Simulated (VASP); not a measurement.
# Mo (Im-3m) in VASP: notebook

Runs on Mo. Level: PBE. Tasks: single point.

Everything below comes from runs of VASP 6.6.1. Logs are shortened: lines on timing, memory, paths and dates and some standing lists are left out, and cuts for length are marked.

## 1. The undisturbed crystal

The structure is cubic, space group Im-3m (No. 229). The conventional cell has a = 3.168 Å, b = 3.168 Å, c = 3.168 Å, α = 90.00°, β = 90.00°, γ = 90.00°. Around Mo (site symmetry m-3m) lie 8 Mo at 2.74 Å.

## 2. Single point, PBE (grid = ENCUT=400 dk=0.27 cell=2x2x2 ISMEAR=1 SIGMA=0.1 LREAL=Auto EDIFF=1e-06)

Input file INCAR:

```
PREC = Accurate ; ENCUT = 400
EDIFF = 1E-6 ; ISMEAR = 1
SIGMA = 0.1 ; LREAL = Auto
LASPH = T ; NELM = 120
ALGO = Fast ; ISIF = 2
LWAVE = F ; LCHARG = F
GGA = PE ; NBANDS = 64
```

Input file KPOINTS:

```
Automatic mesh
0
Gamma
  6 6 6
```

Input file POSCAR:

```
Mo
1.0
   -3.1676179438      3.1676179438      3.1676179438
    3.1676179438     -3.1676179438      3.1676179438
    3.1676179438      3.1676179438     -3.1676179438
Mo
8
Direct
    0.0000000000      0.0000000000      0.0000000000
    0.0000000000      0.0000000000      0.5000000000
    0.0000000000      0.5000000000      0.0000000000
    0.0000000000      0.5000000000      0.5000000000
    0.5000000000      0.0000000000      0.0000000000
    0.5000000000      0.0000000000      0.5000000000
    0.5000000000      0.5000000000      0.0000000000
    0.5000000000      0.5000000000      0.5000000000
```

Potentials or basis: VASP PAW PBE potentials, release 64 (Mo_sv).

The run is started by

```console
> cat potpaw_PBE.64/Mo_sv/POTCAR > POTCAR
> mpirun -np 1 vasp_std > vasp.out
```

OUTCAR:

```text
PREC = Accurate
   ENCUT = 400
   EDIFF = 1E-6
   ISMEAR = 1
   LREAL = Auto
   LASPH = T
   NELM = 120
   ISIF = 2
   GGA = PE

 Found     16 irreducible k-points:

 Following reciprocal coordinates:
            Coordinates               Weight
  0.000000  0.000000  0.000000      1.000000
  0.166667  0.000000  0.000000     12.000000
  0.333333  0.000000  0.000000     12.000000
  0.500000  0.000000  0.000000      6.000000
  0.166667  0.166667  0.000000     24.000000
  0.333333  0.166667  0.000000     48.000000
   k-points           NKPTS =     16   k-points in BZ     NKDIM =     16   number of bands    NBANDS=     64
   number of dos      NEDOS =    301   number of ions     NIONS =      8
   total plane-waves  NPLWV =  46656
   dimension x,y,z NGX =    36 NGY =   36 NGZ =   36
   dimension x,y,z NGXF=    72 NGYF=   72 NGZF=   72
   ions per type =               8
   NGX,Y,Z   is equivalent  to a cutoff of  10.91, 10.91, 10.91 a.u.
   NGXF,Y,Z  is equivalent  to a cutoff of  21.82, 21.82, 21.82 a.u.
 SYSTEM =  unknown system
   PREC   = accura    normal or accurate (medium, high low for compatibility)
   ISTART =      0    job   : 0-new  1-cont  2-samecut
   ICHARG =      2    charge: 1-file 2-atom 10-const
   ISPIN  =      1    spin polarized calculation?
   LNONCOLLINEAR =      F non collinear calculations
   LSORBIT =      F    spin-orbit coupling
   LASPH  =      T    aspherical Exc in radial PAW
   ENCUT  =  400.0 eV  29.40 Ry    5.42 a.u.   8.95  8.95  8.95*2*pi/ulx,y,z
   NELM   =    120;   NELMIN=  2; NELMDL= -5     # of ELM steps
   EDIFF  = 0.1E-05   stopping-criterion for ELM
   LREAL  =      T    real-space projection
   EDIFFG = 0.1E-04   stopping-criterion for IOM
   NSW    =      0    number of steps for IOM
   IBRION =     -1    ionic relax: 0-MD 1-quasi-New 2-CG
   NFREE  =      0    steps in history (QN), initial steepest desc. (CG)
   ISIF   =      2    stress and relaxation
   ISYM   =      2    0-nonsym 1-usesym 2-fastsym
   POTIM  = 0.5000    time-step for ionic-motion
   TEBEG  =    0.0;   TEEND  =   0.0 temperature during run
   PSTRESS=    0.0 pullay stress
   NELECT =     112.0000    total number of electrons
   NUPDOWN=      -1.0000    fix difference up-down
   EMIN   =  10.00;   EMAX   =-10.00  energy-range for DOS
   EFERMI =   0.00;   METHOD = LEGACY
   ISMEAR =     1;   SIGMA  =   0.10  broadening in eV -4-tet -1-fermi 0-gaus
   EFERMI_NEDOS =   21; number of points for ismear=-14 and -15
   IALGO  =     68    algorithm
   IMIX   =      4    mixing-type and parameters
     AMIX     =   0.40;   BMIX     =  1.00
     AMIX_MAG =   1.60;   BMIX_MAG =  1.00
  volume/ion in A,a.u.               =      15.89       107.24
  Fermi-wavevector in a.u.,A,eV,Ry     =   1.569380  2.965698 33.510508  2.462953
  Thomas-Fermi vector in A             =   2.671271
   LORBIT       =      0    0 simple, 1 ext, 2 COOP (PROOUT), +10 PAW based schemes
   GGA     = PE    functional components
   LHFCALC =     F    Hartree Fock is set to
   AEXX    =    0.0000 exact exchange contribution
   IVDW    =     0    specifies the selected vdW correction
   LEPSILON=     F    determine dielectric tensor
   LRPA    =     F    only Hartree local field effects (RPA)
 non-spin polarized calculation
 RMM-DIIS sequential band-by-band and
 Methfessel and Paxton  Order N= 1 SIGMA  =   0.10
  energy-cutoff  :      400.00
  volume of cell :      127.13
 maximum number of plane-waves:      2336
   NGX = 17   NGY = 17   NGZ = 17

 number of electron     112.0000042 magnetization

 Free energy of the ion-electron system (eV)
  ---------------------------------------------------
  ext. energy  EPLUGINS =         0.00000000
  ---------------------------------------------------
  free energy    TOTEN  =       -87.58822899 eV

  energy without entropy =      -87.58445212  energy(sigma->0) =      -87.58697003

 E-fermi :  12.2854     XC(G=0): -13.2972

 val. band max:       12.2766952124   @ k =   0.1667   0.0000   0.0000
 cond. band min:      12.3354417385   @ k =   0.5000   0.5000   0.3333
 fundamental gap:      0.0587465261
 Fermi energy:        12.2854458208

 k-point     1 :       0.0000    0.0000    0.0000
  band No.  band energies     occupation
      1     -48.9426      2.00000
      2     -48.6948      2.00000
      3     -48.6948      2.00000
      4     -48.6948      2.00000
      5     -48.6948      2.00000
      6     -48.6948      2.00000
[... 56 lines left out ...]
     63      13.9859     -0.00000
     64      13.9901     -0.00000

 k-point     2 :       0.1667    0.0000    0.0000
  band No.  band energies     occupation
      1     -48.9264      2.00000
      2     -48.7117      2.00000
      3     -48.6949      2.00000
      4     -48.6949      2.00000
      5     -48.6949      2.00000
      6     -48.6949      2.00000
[... 56 lines left out ...]
     63      13.9703     -0.00000
     64      14.0543     -0.00000

 k-point     3 :       0.3333    0.0000    0.0000
  band No.  band energies     occupation
      1     -48.8817      2.00000
      2     -48.7578      2.00000
      3     -48.6951      2.00000
      4     -48.6951      2.00000
      5     -48.6951      2.00000
      6     -48.6951      2.00000
[... 56 lines left out ...]
     63      13.7947     -0.00000
     64      13.8592     -0.00000

 k-point     4 :       0.5000    0.0000    0.0000
  band No.  band energies     occupation
      1     -48.8201      2.00000
      2     -48.8201      2.00000
      3     -48.6951      2.00000
      4     -48.6951      2.00000
      5     -48.6951      2.00000
      6     -48.6951      2.00000
[... 56 lines left out ...]
     63      13.6158     -0.00000
     64      13.6169     -0.00000

 k-point     5 :       0.1667    0.1667    0.0000
  band No.  band energies     occupation
      1     -48.8959      2.00000
      2     -48.7264      2.00000
      3     -48.7264      2.00000
      4     -48.7051      2.00000
      5     -48.6804      2.00000
      6     -48.6733      2.00000
[... 56 lines left out ...]
     63      13.8300     -0.00000
     64      14.0556     -0.00000

 k-point     6 :       0.3333    0.1667    0.0000
  band No.  band energies     occupation
      1     -48.8427      2.00000
      2     -48.7807      2.00000
      3     -48.7350      2.00000
      4     -48.7110      2.00000
      5     -48.6720      2.00000
      6     -48.6676      2.00000
[... 56 lines left out ...]
     63      13.7251     -0.00000
     64      13.9674     -0.00000

 [... further k-points ...]

------------------------ aborting loop because EDIFF is reached ----------------------------------------

  FORCE on cell =-STRESS in cart. coord.  units (eV):
  Direction    XX          YY          ZZ          XY          YZ          ZX
  --------------------------------------------------------------------------------------
  -------------------------------------------------------------------------------------
  Total       -1.8249805     -1.8249805     -1.8249805      0.0000000      0.0000000     -0.0000000
  in kB      -22.9990779    -22.9990779    -22.9990779      0.0000000      0.0000000     -0.0000000
  external PRESSURE =     -22.9990779 kB  Pullay stress =       0.0000000 kB

 VOLUME and BASIS-vectors are now :
 -----------------------------------------------------------------------------
  energy-cutoff  :      400.00
  volume of cell :      127.13
      direct lattice vectors                 reciprocal lattice vectors
    -3.167617944  3.167617944  3.167617944     0.000000000  0.157847319  0.157847319
     3.167617944 -3.167617944  3.167617944     0.157847319  0.000000000  0.157847319
     3.167617944  3.167617944 -3.167617944     0.157847319  0.157847319  0.000000000

 POSITION                                       TOTAL-FORCE (eV/Angst)
 -----------------------------------------------------------------------------------
      0.00000      0.00000      0.00000         0.000000     -0.000000     -0.000000
      1.58381      1.58381     -1.58381        -0.000000      0.000000     -0.000000
      1.58381     -1.58381      1.58381         0.000000     -0.000000      0.000000
      3.16762      0.00000      0.00000         0.000000      0.000000     -0.000000
     -1.58381      1.58381      1.58381        -0.000000      0.000000     -0.000000
      0.00000      3.16762      0.00000        -0.000000      0.000000      0.000000
      0.00000      0.00000      3.16762         0.000000     -0.000000     -0.000000
      1.58381      1.58381      1.58381         0.000000     -0.000000      0.000000
 -----------------------------------------------------------------------------------
    total drift:                                0.000000      0.000000      0.000000

  FREE ENERGIE OF THE ION-ELECTRON SYSTEM (eV)
  ---------------------------------------------------
  free  energy   TOTEN  =       -87.5882289905 eV

  energy  without entropy=      -87.5844521182  energy(sigma->0) =      -87.58697003
```

Run time: 2 min. Hardware: 1 thread of Intel Xeon 6975P-C (Granite Rapids), shared host; peak memory 0.23 GiB.

The run converged, but some of its settings lie outside the range that counts as converged, so its numbers aren't taken as properties of the crystal.

Results:

```
Free energy            : -87.5882 eV
Pressure               : -2.3 GPa
Band gap on the k mesh : none (metal or under the smearing width)
```

## 3. Single point, PBE (grid = ENCUT=650 dk=0.35 cell=2x2x2 ISMEAR=1 SIGMA=0.1 LREAL=Auto EDIFF=1e-06)

Changes to INCAR since step 2:

```diff
@@ -1,2 +1,2 @@
-PREC = Accurate ; ENCUT = 400
+PREC = Accurate ; ENCUT = 650
 EDIFF = 1E-6 ; ISMEAR = 1
```

Input file KPOINTS:

```
Automatic mesh
0
Gamma
  5 5 5
```

POSCAR is that of step 2.

Potentials or basis: VASP PAW PBE potentials, release 64 (Mo_sv).

The run is started by

```console
> cat potpaw_PBE.64/Mo_sv/POTCAR > POTCAR
> mpirun -np 1 vasp_std > vasp.out
```

Wall time 2.5 min (1 thread of Intel Xeon 6975P-C (Granite Rapids), shared host); peak memory 0.35 GiB.

These settings aren't checked as converged: the numbers below hold their error.

Results:

```
Free energy            : -87.3474 eV
Pressure               : -1.8 GPa
Band gap on the k mesh : none (metal or under the smearing width)
```

## 4. Single point, PBE (grid = ENCUT=400 dk=0.9 cell=3x3x3 ISMEAR=1 SIGMA=0.1 LREAL=Auto EDIFF=1e-06)

Input file INCAR:

```
SYSTEM = Mo
PREC = Accurate ; ENCUT = 400
EDIFF = 1E-6 ; ISMEAR = 1
SIGMA = 0.1 ; LREAL = Auto
LASPH = .TRUE. ; NELM = 120
ALGO = Fast ; ISIF = 2
LWAVE = .FALSE. ; LCHARG = .FALSE.
GGA = PE ; NBANDS = 215
```

Input file KPOINTS:

```
regular mesh
0
G
  2 2 2
  0 0 0
```

Input file POSCAR:

```
Mo
1.0
   -4.7514269157      4.7514269157      4.7514269157
    4.7514269157     -4.7514269157      4.7514269157
    4.7514269157      4.7514269157     -4.7514269157
Mo
27
Direct
    0.0000000000      0.0000000000      0.0000000000
    0.0000000000      0.0000000000      0.3333333333
    0.0000000000      0.0000000000      0.6666666667
    0.0000000000      0.3333333333      0.0000000000
    0.0000000000      0.3333333333      0.3333333333
    0.0000000000      0.3333333333      0.6666666667
    0.0000000000      0.6666666667      0.0000000000
    0.0000000000      0.6666666667      0.3333333333
    0.0000000000      0.6666666667      0.6666666667
    0.3333333333      0.0000000000      0.0000000000
    0.3333333333      0.0000000000      0.3333333333
    0.3333333333      0.0000000000      0.6666666667
    0.3333333333      0.3333333333      0.0000000000
    0.3333333333      0.3333333333      0.3333333333
    0.3333333333      0.3333333333      0.6666666667
    0.3333333333      0.6666666667      0.0000000000
    0.3333333333      0.6666666667      0.3333333333
    0.3333333333      0.6666666667      0.6666666667
    0.6666666667      0.0000000000      0.0000000000
    0.6666666667      0.0000000000      0.3333333333
    0.6666666667      0.0000000000      0.6666666667
    0.6666666667      0.3333333333      0.0000000000
    0.6666666667      0.3333333333      0.3333333333
    0.6666666667      0.3333333333      0.6666666667
    0.6666666667      0.6666666667      0.0000000000
    0.6666666667      0.6666666667      0.3333333333
    0.6666666667      0.6666666667      0.6666666667
```

The run is started by

```console
> cat potpaw_PBE.64/Mo_sv/POTCAR > POTCAR
> mpirun -np 1 vasp_std > vasp.out
```

Run time: 5.9 min. Hardware: 1 thread of Intel Xeon 6975P-C (Granite Rapids), shared host; peak memory 0.46 GiB.

These settings aren't checked as converged: the numbers below hold their error.

What came out:

* Free energy: -296.9378 eV
* Pressure: -2.5 GPa
* Band gap on the k mesh: none (metal or under the smearing width)

Caveat: the k mesh is coarse (spacing up to 0.47 Å⁻¹), so the values aren't converged.

(Part 1 of 2 ends here.)
